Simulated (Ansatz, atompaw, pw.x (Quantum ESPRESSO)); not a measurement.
# What a changed setting does to a pw.x run (fcc W)

Potential: PAW, atompaw 4.2.0.5, PBE; core [Kr] 4d10 4f14, reference 5s2 5p6 5d4.5 6s1.5 6p0; waves: 5s (bound); 6s (bound); 5p (bound); 6p (bound, empty); 5d (bound); 5d channel at 0.6 Ry; local part: ultrasoft scheme with l = 3 at 0 Ry, radius 1.90 bohr; core correction: smooth core density matched at 1.80 bohr; augmentation: besselshape compensation charge, radius 2.04 bohr; PAW radius 2.68 bohr; waves and projectors: bloechl.

The reference run (k-mesh 14³, cutoffs 45/450 Ry, Fermi–Dirac 0.01 Ry, mixing_beta 0.4, conv_thr 1e-9, no spin) gives -0.59 GPa at 16.478 Å³/atom, where all-electron LAPW gives -0.06 GPa. This run, with its own iteration cap, changes k-mesh points per axis to 8.

```
&control
  calculation='scf', prefix='x', pseudo_dir='./', outdir='./tmp', tstress=.true., disk_io='none'
/
&system
  ibrav=0, nat=1, ntyp=1, ecutwfc=45, ecutrho=450, nbnd=15,
  occupations='smearing', smearing='fd', degauss=0.01
/
&electrons
  conv_thr=1e-09, mixing_beta=0.4, electron_maxstep=50
/
ATOMIC_SPECIES
W 1.0 W.UPF
CELL_PARAMETERS angstrom
  0.00000000 2.01972156 2.01972156
  2.01972156 0.00000000 2.01972156
  2.01972156 2.01972156 0.00000000
ATOMIC_POSITIONS crystal
W 0.0000 0.0000 0.0000
K_POINTS automatic
8 8 8 0 0 0
```

```bash
pw.x < W.scf.in > W.scf.out
```

Q: How does the run end?

A: It converges in 7 iterations; the free energy moves by -13.2 meV/atom and the pressure by +0.02 GPa.

```
Message from routine setup:
     using ibrav=0 with symmetry is DISCOURAGED, use correct ibrav instead
     lattice parameter (alat)  =       5.3977  a.u.
     unit-cell volume          =     111.1991 (a.u.)^3
     number of electrons       =        14.00
     number of Kohn-Sham states=           15
     kinetic-energy cutoff     =      45.0000  Ry
     charge density cutoff     =     450.0000  Ry
     scf convergence threshold =      1.0E-09
     Exchange-correlation= SLA PW PBX PBC
     number of k points=    29  Fermi-Dirac smearing, width (Ry)=  0.0100
     iteration #  1     ecut=    45.00 Ry     beta= 0.40
     total energy              =    -760.23500508 Ry
     estimated scf accuracy    <       0.07182299 Ry
     iteration #  2     ecut=    45.00 Ry     beta= 0.40
     total energy              =    -760.23753687 Ry
     estimated scf accuracy    <       0.00972662 Ry
     iteration #  3     ecut=    45.00 Ry     beta= 0.40
     total energy              =    -760.23910481 Ry
     estimated scf accuracy    <       0.00078066 Ry
     iteration #  4     ecut=    45.00 Ry     beta= 0.40
     total energy              =    -760.23912669 Ry
     estimated scf accuracy    <       0.00002539 Ry
     iteration #  5     ecut=    45.00 Ry     beta= 0.40
     total energy              =    -760.23913217 Ry
     estimated scf accuracy    <       0.00000015 Ry
     iteration #  6     ecut=    45.00 Ry     beta= 0.40
     total energy              =    -760.23913225 Ry
     estimated scf accuracy    <       0.00000002 Ry
     iteration #  7     ecut=    45.00 Ry     beta= 0.40
     the Fermi energy is    20.3984 ev
!    total energy              =    -760.23913225 Ry
     estimated scf accuracy    <          3.5E-10 Ry
     smearing contrib. (-TS)   =      -0.00520365 Ry
     The total energy is F=E-TS. E is the sum of the following terms:
     one-electron contribution =     -12.38311445 Ry
     hartree contribution      =      20.27742599 Ry
     xc contribution           =     -17.27989102 Ry
     ewald contribution        =    -117.72317934 Ry
     one-center paw contrib.   =    -633.12516978 Ry
     convergence has been achieved in   7 iterations
          total   stress  (Ry/bohr**3)                   (kbar)     P=       -5.71
     Message from routine punch:
     Nothing written, as per user request (disk_io='none')
```

The run took about 6.5 s on one core of a shared host (Intel(R) Xeon(R) Platinum 8488C, 96 threads, 372 GiB, load 33).
